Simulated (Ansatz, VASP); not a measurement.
# TbO2: VASP beside Ansatz, part 2 of 2

One calculation is typed for both programs; each brings its own data sets and cutoff. How far apart do they land?

VASP 6.6.1 and Ansatz 0.2.0.

So far: The structure; VASP: band structure, LDA, DFT+U.

In doubt: a part-filled 4f shell, where there is one, can sit in one of many states, so energies may not be the lowest and differences between runs may mislead; derivatives with an open 4f shell can jump between states, which bears on forces and vibrations.

### Step 3. Ansatz: band structure, LDA, DFT+U

Level of this step: Ansatz beside VASP: Kohn-Sham DFT, plane waves, LDA, DFT+U (Ansatz).

Ansatz runs on its default PAW (the set named soft_2) files.

The same cell, functional (in two slightly different forms), mesh and smearing now go to Ansatz, which takes its cutoff from its data sets.

input.yaml

```yaml
crystal:
  lattice:
    - [0.0, 2.61, 2.61]
    - [2.61, 0.0, 2.61]
    - [5.22, 5.22, 0.0]
  atoms:
    - { symbol: Tb, position: [0.0, 0.0, 0.0], spin: 6.0 }
    - { symbol: Tb, position: [0.0, 0.0, 0.5], spin: -6.0 }
    - { symbol: O, position: [0.75, 0.75, 0.375] }
    - { symbol: O, position: [0.75, 0.75, 0.875] }
    - { symbol: O, position: [0.25, 0.25, 0.125] }
    - { symbol: O, position: [0.25, 0.25, 0.625] }
hamiltonian:
  xc: lda
  pseudopotentials: { kind: paw }
  hubbard: { sites: [{ species: Tb, l: f, u_eff: 6.0 }] }
magnetization:
  spin_polarized: true
kpoints:
  mp_grid: { grid: [8, 8, 8] }
  band_path:
    path:
      - [0.0, 0.0, 0.0]
      - [0.0, 0.14286, 0.14286]
      - [0.0, 0.28571, 0.28571]
      - [0.0, 0.5, 0.5]
      - [-0.05357, 0.47321, 0.44643]
      - [-0.21429, 0.39286, 0.28571]
      - [-0.32143, 0.33929, 0.17857]
      - [-0.26786, 0.26786, 0.5]
      - [-0.17857, 0.17857, 0.5]
      - [-0.04464, 0.04464, 0.5]
      - [0.0, 0.0, 0.5]
      - [0.0, 0.0, 0.35714]
      - [0.0, 0.0, 0.14286]
      - [0.0, 0.0, 0.0]
      - [-0.09821, 0.09821, 0.0]
      - [-0.19643, 0.19643, 0.0]
      - [-0.34375, 0.34375, 0.0]
      - [-0.36607, 0.26786, 0.26786]
      - [-0.43304, 0.13393, 0.13393]
      - [-0.47768, 0.04464, 0.04464]
      - [-0.5, 0.0, 0.0]
      - [-0.48661, 0.0, 0.08036]
      - [-0.47768, 0.0, 0.13393]
      - [-0.46875, 0.0, 0.1875]
      - [-0.33482, 0.0, 0.27679]
      - [-0.13393, 0.0, 0.41071]
      - [0.0, 0.0, 0.5]
      - [0.0, 0.49107, 0.58929]
      - [0.0, 0.48214, 0.67857]
      - [0.0, 0.46875, 0.8125]
    npoints: 1
scf:
  occupations: { method: gaussian, width: 0.03 }
  n_extra_bands: 17
output:
  forces: true
  stress: true
  eigenvalues: true
  write_density: true
  write_potential: true
  elf: true
  volumetric_format: npy
```

Command:

```console
$ ansatz run input.yaml --threads 4 --pin off --max-ram 9216MiB --backend cpu --events-out ev --progress --plain --runs-dir out
```

Numbers of over 12 decimals in the logs are rounded to 6 here.

The program printed:

```text
Tb: projections on atomic orbitals take those of the free atom [Kr 4d10] 4f9 5s2 5p6 5d0 6s2, of charge +0.00 (hamiltonian.pseudopotentials.projection_atoms); the dataset's partial waves leave at most 4.5e-4 of an orbital's norm unspanned inside its sphere
O: projections on atomic orbitals take those of the free atom [He] 2s2 2p4, of charge +0.00 (hamiltonian.pseudopotentials.projection_atoms); the dataset's partial waves leave at most 1.9e-8 of an orbital's norm unspanned inside its sphere
scf.n_extra_bands = 17 over 31 filled bands (N_el = 62.0): the run solves 48 bands
Engine: ansatz 0.2.0, aarch64-unknown-linux-gnu
Pseudopotentials: kind: paw
Pseudopotential: Tb, paw, valence charge 19, recommended cutoff 420 eV (normal), Tb.paw.azcp
Pseudopotential: O, paw, valence charge 6, recommended cutoff 420 eV (normal), O.paw.azcp
Functional definition: SPW92
  exchange = slater_x
  correlation = pw_c
Crystal: 6 atoms, lattice volume = 71.118 Å³
Basis set: ecut = 420 eV, 1425 PW (Γ)
Bands: 48, of which v1, the nominal top of the filled ones, is band 31 counted from 1 (30 counted from 0)
Symmetry: 12 space group operations
Space group: R-3m (ITA 166), of the structure as read, at distance tolerance 4.1e-5 Å
Magnetic group: BNS 166.102 (UNI 1332), of the structure as read, at distance tolerance 4.1e-5 Å
k-points: 65 of 512
Non-local potential: Tb, projectors of the file, l = 0: 3, l = 1: 2, l = 2: 2, l = 3: 3
Non-local potential: O, projectors of the file, l = 0: 2, l = 1: 2, l = 2: 1
PAW form: soft (Blöchl's): semilocal exchange-correlation on the pseudo side does not see the compensation charge
PAW frozen core: Tb, regenerated for the run's functional, and the local potential with it (the file was generated under x = pbe(κ = 0.804, μ = 0.219515), c = pbe(β = 0.066725))
PAW frozen core: O, regenerated for the run's functional, and the local potential with it (the file was generated under x = pbe(κ = 0.804, μ = 0.219515), c = pbe(β = 0.066725))
PAW one-centre angular grid: Tb, 590 points (default); XC on 64 Gauss nodes
PAW one-centre angular grid: O, 110 points (default); XC on 64 Gauss nodes
Initial density: superposition of atomic densities (chi_scale 0.1, normalization cell)
Starting magnetic order: antiferromagnet; a translation exchanges its spin sublattices: spin-degenerate at every k-point
Initial wavefunctions: pseudopotential atomic-orbital guess
Functional: x = slater, c = lda
SCF iter   1: F=—  HF=-21697.025314 eV  |F-HF|=—  |Δ(HF+E_count)|=         —  Δρ=9.02e-2 (↑9.02e-2 ↓9.02e-2)  dr2=1.85e1  dr2_m=1.20e0  M=-0.000 μB ∫|m|=12.105 μB  β_m=0.30  ethr=3.10e-3  ⟨swp⟩=5.9  Hψ=21224  notcnv=0  defer=49
preconditioner: auto → Resta (q_TF=auto, 2.667 Å⁻¹)  ε∞=6.2  [insulator: Δε(μ)=1.250 eV  Ē_g=14.684 eV  σ=0.030 eV  W_gap=1.00  n_scr=28 (ndim 8)  ℏωp=33.5 eV  f_vac=0.000  D(μ)=0.00/eV (n_scr^D=0)  ε∞_Penn≈6.2]
spin=Collinear: Resta preconditioning applied to the charge; magnetization (m = ρ↑ − ρ↓) channel mixes plain (no charge-response kernel on spin).
SCF iter   2: F=—  HF=-21693.888721 eV  |F-HF|=—  |Δ(HF+E_count)|=    3.14e0  Δρ=5.01e-2 (↑5.01e-2 ↓5.01e-2)  dr2=4.66e0  dr2_m=7.38e-1  M=-0.000 μB ∫|m|=12.148 μB  β_m=0.47  ethr=3.10e-3  ⟨swp⟩=3.0  Hψ=13279  notcnv=0
preconditioner: auto → Kerker (q_TF=auto, 2.667 Å⁻¹)  [metal: Δε(μ)=0.008 eV  Ē_g=13.818 eV  σ=0.030 eV  W_gap=0.15  n_scr=28 (ndim 8)  ℏωp=33.5 eV  f_vac=0.000  D(μ)=10.71/eV (n_scr^D=154)]
spin=Collinear: Kerker preconditioning applied to the charge; magnetization (m = ρ↑ − ρ↓) channel mixes plain (no charge-response kernel on spin).
SCF iter   3: F=—  HF=-21693.133281 eV  |F-HF|=—  |Δ(HF+E_count)|=   7.55e-1  Δρ=1.93e-2 (↑1.93e-2 ↓1.93e-2)  dr2=5.75e-1  dr2_m=8.18e-2  M=-0.000 μB ∫|m|=12.243 μB  β_m=0.55  ethr=3.10e-3  ⟨swp⟩=3.1  Hψ=12996  notcnv=0
SCF iter   4: F=—  HF=-21693.086844 eV  |F-HF|=—  |Δ(HF+E_count)|=   4.64e-2  Δρ=6.31e-3 (↑6.31e-3 ↓6.30e-3)  dr2=7.30e-2  dr2_m=8.12e-3  M=-0.000 μB ∫|m|=12.299 μB  β_m=0.61  ethr=9.27e-4  ⟨swp⟩=3.0  Hψ=14098  notcnv=0
SCF iter   5: F=—  HF=-21693.235608 eV  |F-HF|=—  |Δ(HF+E_count)|=   1.49e-1  Δρ=4.63e-3 (↑4.63e-3 ↓4.63e-3)  dr2=2.86e-2  dr2_m=8.48e-3  M=0.000 μB ∫|m|=12.344 μB  β_m=0.64  ethr=1.18e-4  ⟨swp⟩=3.1  Hψ=12535  notcnv=0
SCF iter   6: F=—  HF=-21693.262944 eV  |F-HF|=—  |Δ(HF+E_count)|=   2.73e-2  Δρ=1.92e-3 (↑1.88e-3 ↓1.92e-3)  dr2=1.35e-3  dr2_m=1.73e-3  M=-0.000 μB ∫|m|=12.345 μB  β_m=0.82  ethr=4.61e-5  ⟨swp⟩=3.0  Hψ=14360  notcnv=0
SCF iter   7: F=—  HF=-21693.321214 eV  |F-HF|=—  |Δ(HF+E_count)|=   5.83e-2  Δρ=3.70e-3 (↑3.70e-3 ↓3.44e-3)  dr2=1.13e-2  dr2_m=5.57e-3  M=0.003 μB ∫|m|=12.323 μB  β_m=0.82  ethr=2.17e-6  ⟨swp⟩=2.1  Hψ=11594  notcnv=0
SCF iter   8: F=—  HF=-21693.326885 eV  |F-HF|=—  |Δ(HF+E_count)|=   5.67e-3  Δρ=2.97e-3 (↑2.27e-3 ↓2.97e-3)  dr2=7.40e-3  dr2_m=2.97e-3  M=-0.005 μB ∫|m|=12.312 μB  β_m=0.91  ethr=2.17e-6  ⟨swp⟩=2.0  Hψ=11570  notcnv=0
SCF iter   9: F=—  HF=-21693.332383 eV  |F-HF|=—  |Δ(HF+E_count)|=   5.50e-3  Δρ=1.73e-3 (↑1.73e-3 ↓1.13e-3)  dr2=2.28e-3  dr2_m=9.69e-4  M=0.003 μB ∫|m|=12.302 μB  β_m=0.96  ethr=2.17e-6  ⟨swp⟩=2.1  Hψ=12414  notcnv=0
[...]
SCF iter  39: F=—  HF=-21693.920036 eV  |F-HF|=—  |Δ(HF+E_count)|=   5.62e-8  Δρ=2.41e-5 (↑2.41e-5 ↓6.58e-6)  dr2=4.78e-7  dr2_m=8.99e-8  M=-0.001 μB ∫|m|=13.320 μB  β_m=0.96  ethr=8.79e-10  ⟨swp⟩=2.0  Hψ=8765  notcnv=0  defer=1300
SCF iter  40: F=—  HF=-21693.920037 eV  |F-HF|=—  |Δ(HF+E_count)|=   1.05e-7  Δρ=3.43e-5 (↑3.43e-5 ↓1.74e-5)  dr2=1.13e-6  dr2_m=2.06e-7  M=-0.000 μB ∫|m|=13.320 μB  β_m=0.85  ethr=7.71e-10  ⟨swp⟩=2.0  Hψ=8897  notcnv=0  defer=1300  recentre
SCF iter  41: F=-21693.920036 eV  HF=-21693.920036 eV  |F-HF|=5.86e-8  |Δ(HF+E_count)|=   6.60e-8  Δρ=5.94e-6 (↑5.65e-6 ↓5.94e-6)  dr2=6.38e-8  dr2_m=6.91e-9  M=-0.000 μB ∫|m|=13.320 μB  ethr=1.61e-10  ⟨swp⟩=13.2  Hψ=46414  notcnv=0
SCF 1 converged in 41 iterations: F = -21693.920036 eV  dr2 = 6.38e-8
  greatest PAW one-centre occupation: 0.998 electrons in one spin orbital (limit 2), on the Tb atom at site 0 (counted from 0), in its partial waves of l = 0
Initial density: read from a saved state, or passed on in memory by an earlier SCF of this step, an earlier step, the calling program or the single point that the run made first
Starting moments: Σ|m| = 12 μB on 2 of 6 sites; this step starts from the density that it was given
Initial wavefunctions: those read from a saved state, or passed on in memory by an earlier step or the calling program
the translation (0, 0, 0.5) carries every atom to within crystal.symmetry.tolerance of an atom of its element with the starting moment reversed, but both spin channels are solved: the run starts from a saved state that isn't shown to keep it, or this solve from the single point that its walk made first
iter 1 solved again at ethr=1.03e-10 eV; its pass at ethr=1.61e-6 eV (dr2=6.38e-8 eV) is discarded
SCF iter   1: F=—  HF=-21693.920036 eV  |F-HF|=—  |Δ(HF+E_count)|=         —  Δρ=5.94e-6 (↑5.65e-6 ↓5.94e-6)  dr2=6.38e-8  dr2_m=6.91e-9  M=-0.000 μB ∫|m|=13.320 μB  ethr=1.03e-10  ⟨swp⟩=1.0  Hψ=24564  notcnv=0
preconditioner: auto → Kerker (q_TF=auto, 2.667 Å⁻¹)  [metal: Δε(μ)=0.006 eV  Ē_g=15.146 eV  σ=0.030 eV  W_gap=0.12  n_scr=28 (ndim 8)  ℏωp=33.5 eV  f_vac=0.052  D(μ)=5.10/eV (n_scr^D=60)]
spin=Collinear: Kerker preconditioning applied to the charge; magnetization (m = ρ↑ − ρ↓) channel mixes plain (no charge-response kernel on spin).
SCF iter   2: F=—  HF=-21693.920096 eV  |F-HF|=—  |Δ(HF+E_count)|=   5.96e-5  Δρ=1.04e-3 (↑1.04e-3 ↓2.08e-4)  dr2=1.00e-3  dr2_m=1.61e-4  M=0.005 μB ∫|m|=13.314 μB  ethr=1.61e-6  ⟨swp⟩=1.0  Hψ=17284  notcnv=0
SCF iter   3: F=—  HF=-21693.920037 eV  |F-HF|=—  |Δ(HF+E_count)|=   5.92e-5  Δρ=1.04e-4 (↑1.04e-4 ↓1.48e-5)  dr2=8.21e-6  dr2_m=1.60e-6  M=0.001 μB ∫|m|=13.319 μB  ethr=1.61e-6  ⟨swp⟩=1.0  Hψ=13000  notcnv=0
SCF iter   4: F=—  HF=-21693.920037 eV  |F-HF|=—  |Δ(HF+E_count)|=   4.44e-7  Δρ=8.20e-6 (↑3.37e-6 ↓8.20e-6)  dr2=1.08e-7  dr2_m=1.16e-8  M=0.000 μB ∫|m|=13.320 μB  ethr=2.75e-8  ⟨swp⟩=1.0  Hψ=13000  notcnv=0
SCF iter   5: F=-21693.920037 eV  HF=-21693.920037 eV  |F-HF|=2.62e-9  |Δ(HF+E_count)|=   1.61e-9  Δρ=1.20e-6 (↑1.20e-6 ↓1.08e-6)  dr2=2.96e-9  dr2_m=4.38e-10  M=0.000 μB ∫|m|=13.320 μB  ethr=1.61e-10  ⟨swp⟩=1.4  Hψ=13090  notcnv=0
an SCF along what the orbitals of the run's state read of its open shells (or to have them read: on a GPU, or by another smearing), with the run's symmetry operations kept, reached no lower state that the run goes on to. This is no proof of a minimum
NSCF: frozen V_eff on 30 k-points
SCF converged after 62 iterations (21 of them in the search for the orbital order of the open f shells)
Magnetization: -0.0004 μB (30.9998 up, 31.0002 down)
Absolute magnetization: 13.3203 μB (∫|ρ↑−ρ↓|, with the PAW one-centre terms)
Spin contamination: 6.7746 ħ² per cell (⟨S²⟩ above its minimum at these occupations)
Per-site moments (μB) at R_I (Å): [(6.329847, 0.932385), (-6.329700, 0.932385), (-0.106247, 0.932385), (0.105952, 0.932385), (0.105952, 0.932385), (-0.106247, 0.932385)]
Free energy (F): -21693.920036 eV
Harris-Foulkes:  -21693.920036 eV  (|F-HF|=5.86e-8)
Internal energy: -21693.917743 eV  (E = F + TS)
E sigma→0 (E₀):  -21693.918890 eV
Entropy (-TS):   -0.002294 eV (-0.382 meV/atom)
Fermi energy:    12.178801 eV
--- Per-component energies (eV) ---
  E_band       = 43.044933
  E_kinetic    = 1444.528295
  E_local      = -5963.165741  (includes V_loc(G=0)·N_el)
  E_nonlocal   = 1459.858501
  E_hartree    = 2307.677567
  E_xc         = -686.376782
  E_vxc        = -808.762077  (∫ρ·V_xc dr)
  E_hubbard    = 2.700680  (on-site DFT+U / exact-exchange correction)
  E_vhub       = -40.414883  (the Hubbard potential's part of the band-sum identity)
  E_paw        = -13560.795086  (= ΣΔE_a)
  E_vpaw       = -664.363912  (= ΣTr[D̂ρ^β])
  E_aug_tail   = 0.009941  (compensation charges beyond the density's cutoff)
  E_ewald      = -6701.597345
  E_core_change = 3.242228  (= ΣΔE_core)
  E_smearing   = -0.002294  (= −TS)
  E_closure    = -0.000000  (closes the sum)
  Σ components = -21693.920036   (vs F -21693.920036, Δ=0.00e0)
--- Forces (eV/Å), atoms counted from 1 ---
  atom   1  Tb    -0.00000000    -0.00000000     0.00000000
  atom   2  Tb     0.00000000     0.00000000     0.00000000
  atom   3  O     -0.02663946    -0.02663946     0.02663946
  atom   4  O     -0.02647310    -0.02647310     0.02647310
  atom   5  O      0.02647310     0.02647310    -0.02647310
  atom   6  O      0.02663946     0.02663946    -0.02663946
  max |Σ_I F_I| component: 2.08e-17 eV/Å
--- Stress (GPa, compression-positive) ---
        0.836106       0.289461      -0.289461
        0.289461       0.836106      -0.289461
       -0.289461      -0.289461       0.836106
  P = ⅓ Tr σ = 0.8361 GPa (8.361 kbar)
--- Band table (eV; the first three rows and the last of 130) ---
  k-point 0 ↑: bands = [... 27 lower, 11.3399, 12.0501, 12.0617, 12.0617, 12.1740, 14.8370, 14.8495, 14.8495, ... 13 higher]
  k-point 1 ↑: bands = [... 27 lower, 11.3408, 11.9686, 12.0143, 12.0143, 12.1581, 14.8285, 14.8395, 14.8395, ... 13 higher]
  k-point 2 ↑: bands = [... 27 lower, 11.3575, 11.7497, 11.8870, 11.8870, 12.1190, 14.8110, 14.8168, 14.8168, ... 13 higher]
  k-point 64 ↓: bands = [... 27 lower, 10.7098, 11.8423, 11.8592, 12.0632, 13.0580, 14.6359, 14.6597, 14.7130, ... 13 higher]
Occupation matrices written to <dir>
```

Elapsed: 2.4 min, on 4 threads of Arm Neoverse V2, shared host; peak memory 1.4 GiB.

### Step 4. Comparison

Known differences besides the PAW data sets themselves: U acts on the PAW sphere in VASP and on atomic orbitals in Ansatz, so only states and trends compare; the two LDA forms differ slightly; the cutoff is 420 eV in Ansatz and 460 eV in VASP; Ansatz makes its cores anew for this functional, VASP keeps those of its PBE data sets; site moments are counted in spheres of each program's own size. Total energies have different zeros and are not compared.

Compared:

```tsv
quantity	Ansatz	VASP	difference
pressure (GPa)	0.84	-1.80	+2.64
moment on Tb1 (μB)	6.33	6.36	-0.03
moment on Tb2 (μB)	-6.33	-6.36	+0.03
moment on O3 (μB)	-0.11	-0.09	-0.02
moment on O4 (μB)	0.11	0.09	+0.02
moment on O5 (μB)	0.11	0.09	+0.02
moment on O6 (μB)	-0.11	-0.09	-0.02
```

At this near-relaxed geometry the largest component of a force difference is 4 meV/Å. Ansatz's pressure holds a Pulay correction of 1.04 GPa; VASP's holds none.

### Step 5. Outcome

```yaml
difference_in_moment_on_tb1_band_structure_lda_dft_u: -0.034 μB
```

**Reading.** The difference in moment on Tb1 is -0.034 μB (band structure, LDA, DFT+U). How closely two codes agree says nothing of how well the functional describes the real material.

[Lines on the potential files, build, host, timing and source positions are cut from VASP's logs without a mark.]

[Logs are printed without paths, hosts, clocks, repeated set-up lines and the standing remarks that a program may print on its own settings, such as how far it seeks lower states.]

[Hosts, paths, dates, database ids (printed as entryN), source tags and the programs' standing remarks are cut or masked in the printed files.]
